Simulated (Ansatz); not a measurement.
Input and command of a plane-wave DFT calculation in Ansatz:

```yaml
crystal:
  lattice:
    - [2.4988149563, 0.0, 0.0]
    - [-1.2494074781, 2.1640372315, 0.0]
    - [0.0, 0.0, 24.7834504373]
  atoms:
    - { symbol: C, position: [0.6666666667, 0.3333333333, 0.3429708071] }
    - { symbol: C, position: [0.3333333333, 0.6666666667, 0.3640580552] }
    - { symbol: C, position: [0.3333333333, 0.6666666667, 0.4269146406] }
    - { symbol: C, position: [0.6666666667, 0.3333333333, 0.4402686777] }
    - { symbol: C, position: [0.6666666667, 0.3333333333, 0.5662902483] }
    - { symbol: C, position: [0.3333333333, 0.6666666667, 0.5664681913] }
    - { symbol: C, position: [0.0, 0.0, 0.5858359545], spin: 1.0 }
    - { symbol: H, position: [0.0, 0.0, 0.6302204119] }
basis:
  ecutwfc: 420
kpoints:
  mp_grid: { grid: [12, 12, 1] }
hamiltonian:
  xc: pbesol
scf:
  occupations: { method: gaussian, width: 0.05 }
output:
  forces: true
  eigenvalues: true
  populations: true
  write_density: true
  write_potential: true
  elf: true
  volumetric_format: npy
magnetization:
  spin_polarized: true
relax:
  adjacent_minimum: "off"
  f_tol: 0.03
  max_steps: 70
  constraints: [{ sites: [0, 1, 2] }]
efield:
  axis: 3
  dipole_correction: true
  ramp_width: 0.04
```

```bash
ansatz run input.yaml --threads 2 --pin off --max-ram 5120MiB --backend cpu --events-out ev --progress --plain --runs-dir out
```

Processor: Intel(R) Xeon(R) 6975P-C (Granite Rapids), 2 threads, on a host shared with other jobs.

Task: Estimate time, memory and problem size.

Result: About 70 s on 2 threads of Intel(R) Xeon(R) 6975P-C (Granite Rapids), on a shared host, peak memory 0.51 GiB. It solves 23 bands at 19 k points (the mesh reduced by symmetry) with about 2597 plane waves, in 139 SCF iterations over 13 ionic steps.
